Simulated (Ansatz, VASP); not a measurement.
Si: VASP beside Ansatz

```xyz
16
Lattice="0.0000 5.4271 5.4271 5.4271 0.0000 5.4271 5.4271 5.4271 0.0000" Properties=species:S:1:pos:R:3 pbc="T T T"
Si    4.0703    4.0703    4.0703
Si    6.7839    6.7839    4.0703
Si    6.7839    4.0703    6.7839
Si    9.4975    6.7839    6.7839
Si    4.0703    6.7839    6.7839
Si    6.7839    9.4975    6.7839
Si    6.7839    6.7839    9.4975
Si    9.4975    9.4975    9.4975
Si    2.7136    2.7136    2.7136
Si    5.4271    5.4271    2.7136
Si    5.4271    2.7136    5.4271
Si    8.1407    5.4271    5.4271
Si    2.7136    5.4271    5.4271
Si    5.4271    8.1407    5.4271
Si    5.4271    5.4271    8.1407
Si    8.1407    8.1407    8.1407
```

Alike in both runs: task electric field gradients; functional PBE; k mesh 4 × 4 × 4; no spin polarisation.

|  | VASP | Ansatz |
| --- | --- | --- |
| version | VASP 6.6.1 | Ansatz 0.2.0 |
| potentials or method | VASP PAW PBE potentials, release 64 (Si) | plane-wave PAW, scalar-relativistic |
| plane-wave cutoff (eV) | 520 | 420 |
| occupations | gaussian, width 0.01 eV | fixed |
| valence electrons in the cell | 64 | 64 |

```csv
,VASP,Ansatz,Ansatz less VASP
gap on the k mesh at the Fermi level (eV),0.61,0.61,-0.003
Vzz of the field gradient on the site that differs most (V/Å²),0.0,0.0,0.00
```

A k mesh can miss the band edges.
